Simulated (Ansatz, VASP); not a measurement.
MnO2: VASP beside Ansatz

Contents of INCAR:

```
  PREC = Accurate
  ENCUT = 520
  EDIFF = 1E-7
  ISMEAR = -1
  SIGMA = 0.05
  LREAL = F
  LASPH = T
  NELM = 100
  ALGO = Normal
  ISIF = 2
  LWAVE = F
  LCHARG = F
  ISPIN = 2
  MAGMOM = 4 4 0 0 0 0
  LORBIT = 11
  LMAXMIX = 4
  GGA = PS
  NBANDS = 38
  KPAR = 2
```

KPOINTS

```
regular mesh
0
Gamma
  11 11 3
```

Contents of POSCAR:

```
MnO2
1.0
    2.8549554371      0.0000000000      0.0000000000
   -1.4274777185      2.4724639352      0.0000000000
    0.0000000000      0.0000000000     10.2217427273
Mn O
2 4
Direct
    0.0159030000      0.0080700000      0.4998480000
   -0.0237270000     -0.0107210000     -0.0033140000
    0.6570320000      0.3349170000      0.4040440000
    0.6569730000      0.3410120000      0.0903340000
    0.3340160000      0.6754520000      0.5940550000
    0.3208470000      0.6663750000      0.9062590000
```

Contents of input.yaml:

```yaml
crystal:
  lattice:
    - [2.8549554371, 0.0, 0.0]
    - [-1.4274777185, 2.4724639352, 0.0]
    - [0.0, 0.0, 10.2217427273]
  atoms:
    - { symbol: Mn, position: [0.015903, 0.00807, 0.499848], spin: 4.0 }
    - { symbol: Mn, position: [-0.023727, -0.010721, -0.003314], spin: 4.0 }
    - { symbol: O, position: [0.657032, 0.334917, 0.404044] }
    - { symbol: O, position: [0.656973, 0.341012, 0.090334] }
    - { symbol: O, position: [0.334016, 0.675452, 0.594055] }
    - { symbol: O, position: [0.320847, 0.666375, 0.906259] }
hamiltonian:
  xc: pbesol
  pseudopotentials: { kind: paw }
magnetization:
  spin_polarized: true
kpoints:
  mp_grid: { grid: [11, 11, 3] }
scf:
  occupations: { method: fermi_dirac, width: 0.05 }
output:
  forces: true
  stress: true
  eigenvalues: true
  write_density: true
  write_potential: true
  elf: true
  volumetric_format: npy
```

Change from the starting cell: atoms moved at random, drawn with an rms of 0.05 Å.

Alike in both runs: task single point; functional PBEsol; k mesh 11 × 11 × 3; occupations fermi-dirac, width 0.05 eV; collinear spin, ferromagnetic start.

|  | VASP | Ansatz |
| --- | --- | --- |
| version | VASP 6.6.1 | Ansatz 0.2.0 |
| potentials or method | VASP PAW PBE potentials, release 64 (Mn_pv, O) | Ansatz PAW |
| plane-wave cutoff (eV) | 520 | 420 |
| valence electrons in the cell | 50 | 54 |

Ansatz gave:

* gap on the k mesh at the Fermi level (eV): 0.83
* least direct gap on the mesh (eV): 0.83
* pressure (GPa): -2.5
* largest component of the traceless stress (GPa): 1.26
* rms of the force components (eV/Å): 0.338
* net moment per atom (μB): 0.00
* size of the moment on the site where the two differ most (μB): 2.46

Q: What did VASP give for the same quantities?

A: gap on the k mesh at the Fermi level (eV): 0.76; least direct gap on the mesh (eV): 0.76; pressure (GPa): -1.6; largest component of the traceless stress (GPa): 1.28; rms of the force components (eV/Å): 0.334; net moment per atom (μB): 1.00; size of the moment on the site where the two differ most (μB): 2.84.

The net moments differ so much that the two runs ended in different magnetic states, which moves the other rows too. Site moments also hang on the region over which each program counts them. Atom by atom the forces differ by 0.040 eV/Å (rms over components). The two sets of potentials don't hold the same shells in valence.

Caveats: the PAW data sets were made with another functional, which shifts forces and pressure a little (VASP); an odd mesh through Γ misses points on the zone boundary, where band edges often lie (VASP); only a ferromagnetic start was run, and an antiferromagnetic order may lie lower in energy (VASP); odd divisions of the mesh miss points on the zone boundary, where band edges often lie, so the gap on the mesh can be too wide (Ansatz); the pressure holds a Pulay correction of +0.7 GPa for the finite cutoff (Ansatz); the PAW data sets come from PBE, with cores solved anew for the run's functional, which leaves a small shift of forces and pressure (Ansatz); the starting moments weren't kept (Ansatz).
